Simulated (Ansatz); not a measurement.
Runs of Ansatz 0.2.0 on W. Symmetry: Im-3m, No. 229, cubic system. Conventional cell: a = 3.165 Å, b = 3.165 Å, c = 3.165 Å, α = 90.00°, β = 90.00°, γ = 90.00°. W (site symmetry m-3m) has 8 W at 2.74 Å as nearest neighbours. 

```csv
level,potentials or basis,cutoff (eV),V0 of scaled cells (Å³/atom),B0 (GPa)
revPBE+D3(BJ),Ansatz PAW,420,15.62,319
BLYP+D4,Ansatz PAW,420,(a),302
SVWN5,Ansatz PAW,420,15.39,328
LDA,PseudoDojo LDA,952,(b),327
PBEsol+D3(BJ),Ansatz PAW,420,15.32,(c)
```

Alike in all rows: task equation of state; no spin polarisation; cell as given; k mesh 12 × 12 × 12; smearing fermi-dirac 0.05 eV.

Q: Estimate the missing entries.

A: (a) 15.95; (b) 15.35; (c) 331.

Caveats: the potentials were made for another functional, which shifts forces and pressure (some runs).

Runs at the PBE level aren't shown here.
